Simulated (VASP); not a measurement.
# Na (Im-3m) in VASP: further runs, part 2 of 2

VASP 6.6.1. The steps go on from the part before.

### 3 Relaxation of cell and atoms, r2SCAN

This run uses another cell than the first one, of 37.76 Å³/atom, 0.962 times its volume.

INCAR

```
SYSTEM = Na
  PREC = Accurate
  ENCUT = 600
  EDIFF = 1E-7
  ISMEAR = 1
  SIGMA = 0.1
  LREAL = .FALSE.
  LASPH = .TRUE.
  NELM = 80
  ALGO = Normal
  ISIF = 3
  LWAVE = .FALSE.
  LCHARG = .FALSE.
  METAGGA = R2SCAN
  LMIXTAU = .TRUE.
  IBRION = 2
  NSW = 90
  EDIFFG = -0.005
```

KPOINTS

```
regular mesh
0
G
  14 14 14
  0 0 0
```

POSCAR

```
Na                                      
1.0
   -2.1134577067      2.1134577067      2.1134577067
    2.1134577067     -2.1134577067      2.1134577067
    2.1134577067      2.1134577067     -2.1134577067
  Na            
     1
Direct
     0.0000000000000000    0.0000000000000000    0.0000000000000000
```

Potentials or basis: VASP PAW PBE potentials, release 64 (Na_pv).

Started as:

```console
$ cat potpaw_PBE.64/Na_pv/POTCAR > POTCAR
$ mpirun -np 1 vasp_std > vasp.out
```

OUTCAR:

```text
SYSTEM = Na
   PREC = Accurate
   ENCUT = 600
   EDIFF = 1E-7
   ISMEAR = 1
   LREAL = .FALSE.
   LASPH = .TRUE.
   NELM = 80
   ISIF = 3
   METAGGA = R2SCAN
   IBRION = 2
   NSW = 90
   EDIFFG = -0.005

 ion  position               nearest neighbor table
   1  0.000  0.000  0.000-

  LATTYP: Found a body centered cubic cell.
 ALAT       =     4.2269154134

  Lattice vectors:

 A1 = (  -2.1134577067,   2.1134577067,   2.1134577067)
 A2 = (   2.1134577067,  -2.1134577067,   2.1134577067)
 A3 = (   2.1134577067,   2.1134577067,  -2.1134577067)

Analysis of symmetry for initial positions (statically):
=====================================================================
 Subroutine PRICEL returns:
 Original cell was already a primitive cell.

 Routine SETGRP: Setting up the symmetry group for a
 body centered cubic supercell.

 Subroutine GETGRP returns: Found 48 space group operations
 (whereof 48 operations were pure point group operations)
 out of a pool of 48 trial point group operations.

The static configuration has the point symmetry O_h .

Analysis of symmetry for dynamics (positions and initial velocities):
=====================================================================
 Subroutine PRICEL returns:
 Original cell was already a primitive cell.

 Routine SETGRP: Setting up the symmetry group for a
 body centered cubic supercell.

 Subroutine GETGRP returns: Found 48 space group operations
 (whereof 48 operations were pure point group operations)
 out of a pool of 48 trial point group operations.

The dynamic configuration has the point symmetry O_h .

 Subroutine INISYM returns: Found 48 space group operations
 (whereof 48 operations are pure point group operations),
 and found     1 'primitive' translations

----------------------------------------------------------------------------------------

                                     Primitive cell

  volume of cell :      37.7608

  direct lattice vectors                    reciprocal lattice vectors
    -2.113457707  2.113457707  2.113457707     0.000000000  0.236579137  0.236579137
     2.113457707 -2.113457707  2.113457707     0.236579137  0.000000000  0.236579137
     2.113457707  2.113457707 -2.113457707     0.236579137  0.236579137  0.000000000

  length of vectors
     3.660616128  3.660616128  3.660616128     0.334573424  0.334573424  0.334573424

  position of ions in fractional coordinates (direct lattice)
     0.000000000  0.000000000  0.000000000

  ion indices of the primitive-cell ions
   primitive index   ion index
                 1           1

----------------------------------------------------------------------------------------

 KPOINTS: regular mesh

Automatic generation of k-mesh.
 Grid dimensions read from file:
 generate k-points for:   14   14   14

 Generating k-lattice:

  Cartesian coordinates                     Fractional coordinates (reciprocal lattice)
     0.000000000  0.016898510  0.016898510     0.071428571  0.000000000  0.000000000
     0.016898510  0.000000000  0.016898510     0.000000000  0.071428571  0.000000000
     0.016898510  0.016898510  0.000000000     0.000000000  0.000000000  0.071428571

  Length of vectors
     0.023898102  0.023898102  0.023898102

  Shift w.r.t. Gamma in fractional coordinates (k-lattice)
     0.000000000  0.000000000  0.000000000

 Subroutine IBZKPT returns following result:
 ===========================================

 Found    104 irreducible k-points:

 Following reciprocal coordinates:
            Coordinates               Weight
  0.000000  0.000000  0.000000      1.000000
  0.071429  0.000000  0.000000     12.000000
  0.142857  0.000000  0.000000     12.000000
  0.214286  0.000000  0.000000     12.000000
  0.285714  0.000000  0.000000     12.000000
  0.357143  0.000000  0.000000     12.000000
[... 16 lines left out ...]
  0.285714  0.285714  0.000000     24.000000
  0.357143  0.285714  0.000000     24.000000
 [... further k-points ...]
   k-points           NKPTS =    104   k-points in BZ     NKDIM =    104   number of bands    NBANDS=      7
   number of dos      NEDOS =    301   number of ions     NIONS =      1
   total plane-waves  NPLWV =  27000
   dimension x,y,z NGX =    30 NGY =   30 NGZ =   30
   dimension x,y,z NGXF=    60 NGYF=   60 NGZF=   60
   ions per type =               1
   NGX,Y,Z   is equivalent  to a cutoff of  13.62, 13.62, 13.62 a.u.
   NGXF,Y,Z  is equivalent  to a cutoff of  27.25, 27.25, 27.25 a.u.
 SYSTEM =  Na
   PREC   = accura    normal or accurate (medium, high low for compatibility)
   ISTART =      0    job   : 0-new  1-cont  2-samecut
   ICHARG =      2    charge: 1-file 2-atom 10-const
   ISPIN  =      1    spin polarized calculation?
   LNONCOLLINEAR =      F non collinear calculations
   LSORBIT =      F    spin-orbit coupling
   LASPH  =      T    aspherical Exc in radial PAW
   ENCUT  =  600.0 eV  44.10 Ry    6.64 a.u.   7.31  7.31  7.31*2*pi/ulx,y,z
   NELM   =     80;   NELMIN=  2; NELMDL= -5     # of ELM steps
   EDIFF  = 0.1E-06   stopping-criterion for ELM
   LREAL  =      F    real-space projection
   EDIFFG = -.5E-02   stopping-criterion for IOM
   NSW    =     90    number of steps for IOM
   IBRION =      2    ionic relax: 0-MD 1-quasi-New 2-CG
   NFREE  =      1    steps in history (QN), initial steepest desc. (CG)
   ISIF   =      3    stress and relaxation
   ISYM   =      2    0-nonsym 1-usesym 2-fastsym
   POTIM  = 0.5000    time-step for ionic-motion
   TEBEG  =    0.0;   TEEND  =   0.0 temperature during run
   PSTRESS=    0.0 pullay stress
   NELECT =       7.0000    total number of electrons
   NUPDOWN=      -1.0000    fix difference up-down
   EMIN   =  10.00;   EMAX   =-10.00  energy-range for DOS
   EFERMI =   0.00;   METHOD = LEGACY
   ISMEAR =     1;   SIGMA  =   0.10  broadening in eV -4-tet -1-fermi 0-gaus
   EFERMI_NEDOS =   21; number of points for ismear=-14 and -15
   IALGO  =     38    algorithm
   IMIX   =      4    mixing-type and parameters
     AMIX     =   0.40;   BMIX     =  1.00
     AMIX_MAG =   1.60;   BMIX_MAG =  1.00
  volume/ion in A,a.u.               =      37.76       254.82
  Fermi-wavevector in a.u.,A,eV,Ry     =   0.933456  1.763976 11.855307  0.871341
  Thomas-Fermi vector in A             =   2.060160
   LORBIT       =      0    0 simple, 1 ext, 2 COOP (PROOUT), +10 PAW based schemes
   METAGGA = R2SCAN    functional components
   LHFCALC =     F    Hartree Fock is set to
   AEXX    =    0.0000 exact exchange contribution
   IVDW    =     0    specifies the selected vdW correction
   LEPSILON=     F    determine dielectric tensor
   LRPA    =     F    only Hartree local field effects (RPA)
 conjugate gradient relaxation of ions
 non-spin polarized calculation
 Methfessel and Paxton  Order N= 1 SIGMA  =   0.10
  energy-cutoff  :      600.00
  volume of cell :       37.76
 maximum number of plane-waves:      1277
 NGX is ok and might be reduce to    30
   NGX = 15   NGY = 15   NGZ = 15

 number of electron       6.9999998 magnetization

 Free energy of the ion-electron system (eV)
  ---------------------------------------------------
  ext. energy  EPLUGINS =         0.00000000
  ---------------------------------------------------
  free energy    TOTEN  =        -3.55317709 eV

  energy without entropy =       -3.55247719  energy(sigma->0) =       -3.55294379

 E-fermi :   0.2621     XC(G=0):  -6.8663

 val. band max:        0.2434866933   @ k =  -0.3571   0.4286   0.1429
 cond. band min:       0.3230422482   @ k =   0.3571   0.0714   0.0714
 fundamental gap:      0.0795555549
 Fermi energy:         0.2620881316

 k-point     1 :       0.0000    0.0000    0.0000
  band No.  band energies     occupation
      1     -25.7323      2.00000
      2     -25.7323      2.00000
      3     -25.7320      2.00000
      4      -3.1536      2.00000
      5      12.5936      0.00000
      6      12.5940      0.00000
      7      12.5940      0.00000
[... 221 lines left out ...]
 k-point    24 :       0.3571    0.2857    0.0000
  band No.  band energies     occupation
      1     -25.7578      2.00000
      2     -25.7527      2.00000
      3     -25.7364      2.00000
      4       2.0400     -0.00000
      5       2.5509      0.00000
      6       4.0450      0.00000
      7       8.9263      0.00000

 [... further k-points ...]
[... 5 lines left out ...]
  --------------------------------------------------------------------------------------
  -------------------------------------------------------------------------------------
  Total        0.0037209      0.0037209      0.0037209     -0.0000000     -0.0000000     -0.0000000
  in kB        0.1578754      0.1578754      0.1578754     -0.0000000     -0.0000000     -0.0000000
  external PRESSURE =       0.1578754 kB  Pullay stress =       0.0000000 kB

 VOLUME and BASIS-vectors are now :
 -----------------------------------------------------------------------------
  energy-cutoff  :      600.00
  volume of cell :       37.76
      direct lattice vectors                 reciprocal lattice vectors
    -2.113457707  2.113457707  2.113457707     0.000000000  0.236579137  0.236579137
     2.113457707 -2.113457707  2.113457707     0.236579137  0.000000000  0.236579137
     2.113457707  2.113457707 -2.113457707     0.236579137  0.236579137  0.000000000

 POSITION                                       TOTAL-FORCE (eV/Angst)
 -----------------------------------------------------------------------------------
      0.00000      0.00000      0.00000        -0.000000      0.000000      0.000000
 -----------------------------------------------------------------------------------
    total drift:                               -0.000000     -0.000000      0.000000

  FREE ENERGIE OF THE ION-ELECTRON SYSTEM (eV)
  ---------------------------------------------------
  free  energy   TOTEN  =        -3.5531770883 eV

  energy  without entropy=       -3.5524771943  energy(sigma->0) =       -3.55294379

 reached required accuracy - stopping structural energy minimisation
```

OSZICAR:

```text
N       E                     dE             d eps       ncg     rms          rms(c)
DAV:   1     0.210089595865E+02    0.21009E+02   -0.42944E+03  1456   0.973E+02
[... 16 lines left out ...]
DAV:  18    -0.355321930471E+01    0.48604E-05   -0.20070E-06  1463   0.168E-02    0.186E-03
DAV:  19    -0.355318677998E+01    0.32525E-04   -0.22053E-06  1463   0.198E-02    0.943E-04
DAV:  20    -0.355318600059E+01    0.77939E-06   -0.40550E-07  1456   0.808E-03    0.756E-04
DAV:  21    -0.355317638411E+01    0.96165E-05   -0.32043E-07  1456   0.654E-03    0.480E-05
DAV:  22    -0.355317671480E+01   -0.33069E-06   -0.35127E-08  1540   0.297E-03    0.556E-05
DAV:  23    -0.355317706441E+01   -0.34960E-06   -0.28468E-09   791   0.847E-04    0.257E-05
DAV:  24    -0.355317708834E+01   -0.23932E-07   -0.12934E-09   756   0.420E-04
   1 F= -.35531771E+01 E0= -.35529438E+01  d E =-.355318E+01
```

CONTCAR:

```text
Na
   1.00000000000000
    -2.1134577067000002    2.1134577067000002    2.1134577067000002
     2.1134577067000002   -2.1134577067000002    2.1134577067000002
     2.1134577067000002    2.1134577067000002   -2.1134577067000002
  Na
     1
Direct
     0.0000000000000000    0.0000000000000000    0.0000000000000000

  0.00000000E+00  0.00000000E+00  0.00000000E+00
```

It took 1.8 min on 1 thread of Intel Xeon 6975P-C (Granite Rapids), shared host; peak memory 0.18 GiB.

Results:

| Item | Value |
| --- | --- |
| Free energy | -3.5532 eV |
| Pressure after relaxing | 0.0 GPa |
| Band gap on the k mesh | none (metal or under the smearing width) |

Final structure:
```
Na
1.0
    -2.11346    2.11346    2.11346
     2.11346   -2.11346    2.11346
     2.11346    2.11346   -2.11346
Na
1
Direct
  0.00000 0.00000 0.00000
```

Levels at points of the mesh, in eV from the Fermi level:
```csv
k point,band 1,band 2,band 3,band 4,band 5,band 6,band 7
"(0.00, 0.00, 0.00)",-25.99,-25.99,-25.99,-3.42,12.33,12.33,12.33
"(0.50, 0.00, 0.00)",-26.03,-26.01,-25.99,0.75,1.44,8.62,9.93
"(0.50, 0.50, 0.50)",-26.02,-26.02,-26.02,4.71,4.71,5.27,5.27
```

Caveat: the relaxation stopped at its first step, so nothing moved; the PAW data sets were made with another functional, which shifts forces and pressure a little.

### 4 Relaxation of cell and atoms, LDA

INCAR

```
PREC = Accurate
ENCUT = 600
EDIFF = 1E-6
ISMEAR = 1
SIGMA = 0.1
LREAL = False
LASPH = True
NELM = 80
ALGO = Normal
ISIF = 3
LWAVE = False
LCHARG = False
GGA = CA
IBRION = 2
NSW = 90
EDIFFG = -0.01
```

KPOINTS

```
Automatic mesh
0
Gamma
  14 14 14
```

POSCAR

```
Na
1.0
   -2.1410000000      2.1410000000      2.1410000000
    2.1410000000     -2.1410000000      2.1410000000
    2.1410000000      2.1410000000     -2.1410000000
Na
1
Direct
    0.0000000000      0.0000000000      0.0000000000
```

Potentials or basis: VASP PAW LDA potentials, release 64 (Na_pv).

Started as:

```console
$ cat potpaw_LDA.64/Na_pv/POTCAR > POTCAR
$ mpirun -np 1 vasp_std > vasp.out
```

Wall time 82 s (1 thread of AMD EPYC 7R43 (Zen 3), shared host); peak memory 0.13 GiB.

It converged, with:

* Free energy: -1.4544 eV
* Relaxed volume: 33.11 Å³/atom
* Relaxed cell: a = 3.504 Å, b = 3.504 Å, c = 3.504 Å, α = 109.47°, β = 109.47°, γ = 109.47°
* Space group after relaxing (to 0.05 Å): Im-3m (No. 229)
* Energy gained by relaxing: 24.4 meV/atom
* Ionic steps: 5
* Pressure after relaxing: 0.0 GPa
* Band gap on the k mesh: none (metal or under the smearing width)

The path:
| step | energy change (eV) | largest force (eV/Å) | pressure (GPa) | volume (Å³) |
| --- | --- | --- | --- | --- |
| 1 | 0.0000 | 0.0000 | -1.12 | 39.26 |
| 2 | -0.0099 | 0.0000 | -0.94 | 37.71 |
| 3 | -0.0244 | 0.0000 | -0.09 | 33.33 |
| 4 | -0.0244 | 0.0000 | 0.06 | 32.96 |
| 5 | -0.0244 | 0.0000 | -0.03 | 33.11 |

Final structure:
```cif
data_structure
_symmetry_space_group_name_H-M 'P 1'
_symmetry_Int_Tables_number 1
_cell_length_a 3.5037
_cell_length_b 3.5037
_cell_length_c 3.5037
_cell_angle_alpha 109.471
_cell_angle_beta 109.471
_cell_angle_gamma 109.471
_cell_volume 33.11
loop_
_atom_site_label
_atom_site_type_symbol
_atom_site_fract_x
_atom_site_fract_y
_atom_site_fract_z
_atom_site_occupancy
Na1 Na 0.00000 0.00000 0.00000 1
```

Levels at points of the mesh, in eV from the Fermi level:
```tsv
k point	band 1	band 2	band 3	band 4	band 5	band 6	band 7
(0.00, 0.00, 0.00)	-24.83	-24.83	-24.83	-3.49	12.41	12.41	12.41
(0.50, 0.00, 0.00)	-24.88	-24.84	-24.83	0.84	1.34	8.70	9.85
(0.50, 0.50, 0.50)	-24.86	-24.86	-24.86	4.80	4.80	5.28	5.28
```

Caveat: the volume moved by over 15 % at a fixed basis, so the end points are rough; the volume moved by -16 % from the deposited cell, more than functionals usually miss. Zero-point motion and thermal expansion aren't in these numbers.

### 5 Relaxation of cell and atoms, LDA

This run uses another cell than the first one, of 33.11 Å³/atom, 0.843 times its volume.

Edit INCAR of step 4 so:

```diff
@@ -2,3 +2,3 @@
 ENCUT = 600
-EDIFF = 1E-6
+EDIFF = 1E-7
 ISMEAR = 1
@@ -15,2 +15,2 @@
 NSW = 90
-EDIFFG = -0.01
+EDIFFG = -0.005
```

KPOINTS is that of step 4.

POSCAR

```
Na                                      
1.0
   -2.0228751332      2.0228751332      2.0228751332
    2.0228751332     -2.0228751332      2.0228751332
    2.0228751332      2.0228751332     -2.0228751332
  Na            
     1
Direct
     0.0000000000000000    0.0000000000000000    0.0000000000000000
```

Started as:

```console
$ cat potpaw_LDA.64/Na_pv/POTCAR > POTCAR
$ mpirun -np 1 vasp_std > vasp.out
```

Wall time 35 s (1 thread of AMD EPYC 7R43 (Zen 3), shared host); peak memory 0.11 GiB.

Results (log left out):

| Property | Result |
| --- | --- |
| Free energy | -1.4538 eV |
| Relaxed volume | 33.14 Å³/atom |
| Relaxed cell | a = 3.505 Å, b = 3.505 Å, c = 3.505 Å, α = 109.47°, β = 109.47°, γ = 109.47° |
| Space group after relaxing (to 0.05 Å) | Im-3m (No. 229) |
| Energy gained by relaxing | 0.0 meV/atom |
| Ionic steps | 2 |
| Pressure after relaxing | 0.0 GPa |
| Band gap on the k mesh | none (metal or under the smearing width) |

Final structure:
```cif
data_structure
_symmetry_space_group_name_H-M 'P 1'
_symmetry_Int_Tables_number 1
_cell_length_a 3.5049
_cell_length_b 3.5049
_cell_length_c 3.5049
_cell_angle_alpha 109.471
_cell_angle_beta 109.471
_cell_angle_gamma 109.471
_cell_volume 33.14
loop_
_atom_site_label
_atom_site_type_symbol
_atom_site_fract_x
_atom_site_fract_y
_atom_site_fract_z
_atom_site_occupancy
Na1 Na 0.00000 0.00000 0.00000 1
```

Levels at points of the mesh, in eV from the Fermi level:
| k point | band 1 | band 2 | band 3 | band 4 | band 5 | band 6 |
| --- | --- | --- | --- | --- | --- | --- |
| (0.00, 0.00, 0.00) | -24.83 | -24.83 | -24.83 | -3.49 | 12.40 | 12.40 |
| (0.50, 0.00, 0.00) | -24.88 | -24.84 | -24.83 | 0.84 | 1.34 | 8.70 |
| (0.50, 0.50, 0.50) | -24.86 | -24.86 | -24.86 | 4.80 | 4.80 | 5.28 |
